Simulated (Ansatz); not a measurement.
A (001) slab of Ti (P6_3/mmc (No. 194)), 6 planes, outer planes Ti (top) and Ti (bottom), with 6 atoms (Ti6) in a surface cell of A = 7.478 Å², as cut from the bulk:

```yaml
crystal:
  lattice:
    - [2.93846, 0.00000, 0.00000]
    - [-1.46923, 2.54478, 0.00000]
    - [0.00000, 0.00000, 26.62659]
  atoms:
    - { symbol: Ti, position: [0.66667, 0.33333, 0.28167] }
    - { symbol: Ti, position: [0.33333, 0.66667, 0.36900] }
    - { symbol: Ti, position: [0.66667, 0.33333, 0.45633] }
    - { symbol: Ti, position: [0.33333, 0.66667, 0.54367] }
    - { symbol: Ti, position: [0.66667, 0.33333, 0.63100] }
    - { symbol: Ti, position: [0.33333, 0.66667, 0.71833] }
```

Computed with DFT PBE, scalar-relativistic, plane waves, PAW in Ansatz 0.2.0. Settings: cutoff 420 eV, Γ-centred mesh 12×12×1 on the computed 6-atom cell, Gaussian smearing of 0.10 eV; no spin polarisation. The cell repeats along c with a dipole correction in the vacuum.

Against the same 6 atoms in the bulk, the slab as cut lies 1.957 eV higher and the relaxed slab 1.846 eV higher.

Task: Work out the surface energy before and after relaxation.

Result: The slab has two faces, so γ = (E_slab − N·E_bulk)/(2A), the mean of both. As cut: 1.957/(2 × 7.478) = 0.1309 eV/Å², and 1 eV/Å² = 16.02 J/m², so γ = 2.10 J/m². Relaxed: 1.846/(2 × 7.478) = 0.1234 eV/Å² = 1.98 J/m². Relaxation recovers 6 % of the cost of cutting.

Task: What is the ideal work of this cut, per area?

Result: Griffith's ideal work is 2γ: 4.19 J/m² if the new faces stay rigid, 3.95 J/m² if they relax. One thickness was run, 6 planes, so γ can still shift with it.

Cutting titanium between basal planes costs 2.10 J/m², and relaxation lowers this only to 1.98 J/m², so the energy is set mainly by the bonds lost rather than by how the surface atoms rearrange afterwards. Titanium's cohesion comes largely from a partly filled d band whose occupied states are mostly bonding. Surface atoms have fewer neighbours, which narrows their local d band and weakens that bonding. The basal plane is close-packed, so each atom keeps all its in-plane neighbours and those on the inner side. This probably explains the modest relaxation gain, since such a smooth face offers little scope for rearrangement beyond small changes in layer spacing. The two terminations are equivalent by inversion, so the mean γ also describes each face individually.

The relaxed work, 3.95 J/m², is the reversible cost of creating two clean faces. It is not the fracture energy of titanium metal, where plastic deformation around the crack tip normally dissipates far more energy than the surfaces store.
